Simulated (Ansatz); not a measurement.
**Rhodium, simple cubic under PBE: ground state and equation of state**

What does PBE give for rhodium in the simple cubic structure? We relax it, solve it on a dense k-mesh, then scale the cell to 7 volumes from 88 to 112 % of the relaxed one and try a fit of the equation of state. The start is ferromagnetic. The k-meshes are 13×13×13 for the relaxation; 20×20×20 for the dense run; 14×14×14 for the volumes.

This is Rh in the simple cubic structure; at room conditions it is fcc.

Computed with Ansatz 0.2.0 (DFT PBE, plane waves (420 eV) with PAW, scalar-relativistic, unless a step says otherwise).

## (1) The structure to begin with

The structure is cubic, space group Pm-3m (No. 221). The conventional cell has a = 2.458 Å, b = 2.458 Å, c = 2.458 Å, α = 90.00°, β = 90.00°, γ = 90.00°. Rh (site symmetry m-3m) has 6 Rh at 2.46 Å as nearest neighbours.

Coordinates:

```xyz
1
Lattice="2.4581 0.0000 0.0000 0.0000 2.4581 0.0000 0.0000 0.0000 2.4581" Properties=species:S:1:pos:R:3 pbc="T T T"
Rh    0.0000    0.0000    0.0000
```

Starting moments (μB): +1.

## (2) Relaxation of the cell

input.yaml reads:

```yaml
crystal:
  lattice:
    - [2.4580591709, 0.0, 0.0]
    - [0.0, 2.4580591709, 0.0]
    - [0.0, 0.0, 2.4580591709]
  atoms:
    - { symbol: Rh, position: [0.0, 0.0, 0.0], spin: 1.0 }
hamiltonian:
  xc: pbe
  pseudopotentials:
    kind: paw
    azcp:
      Rh: "pseudopotentials/Rh.paw.azcp"
basis:
  ecutwfc: 420
  fft_grid_basis: typed
kpoints:
  mp_grid: { grid: [13, 13, 13], shift: [0, 0, 0] }
magnetization:
  spin_polarized: true
scf:
  occupations: { method: fermi_dirac, width: 0.05 }
relax:
  max_steps: 60
  f_tol: 0.01
  cell: {}
```

Started as:

```sh
> ansatz run input.yaml --threads 2 --pin off --max-ram 6144MiB --backend cpu --events-out ev --progress --plain --runs-dir out
```

Further steps of the session: Single point on a dense mesh; Volume × 0.88; Volume × 0.92; Volume × 0.96; Volume × 1.0; Volume × 1.04; Volume × 1.08; Volume × 1.12.

Before running it: what results should come out? Wanted: space group; conventional cell; volume; shortest distance; gap on the mesh; magnetic state; relative to fcc; V₀, B₀, B₀′.

The runs gave:

```
                      quantity                         value
space group (spins left aside)               Pm-3m (No. 221)
             conventional cell                   a = 2.536 Å
                        volume                16.306 Å³/atom
             shortest distance                       2.536 Å
               gap on the mesh  none (levels filled in part)
                magnetic state                  non-magnetic
               relative to fcc                 +794 meV/atom
                   V₀, B₀, B₀′  16.285 Å³/atom, 184 GPa, 5.1
```

In words: The relaxation enlarged the cell by 9.8 % in volume. It lies 794 meV/atom above the element's reference form at the same level (fcc, from a run of its own), so it is far from stable. The starting moments do not survive. No gap shows: it is a metal or semimetal at this level. B₀ comes out at 184 GPa. The symmetry was held, so the structure may be unstable against distortions that break it.
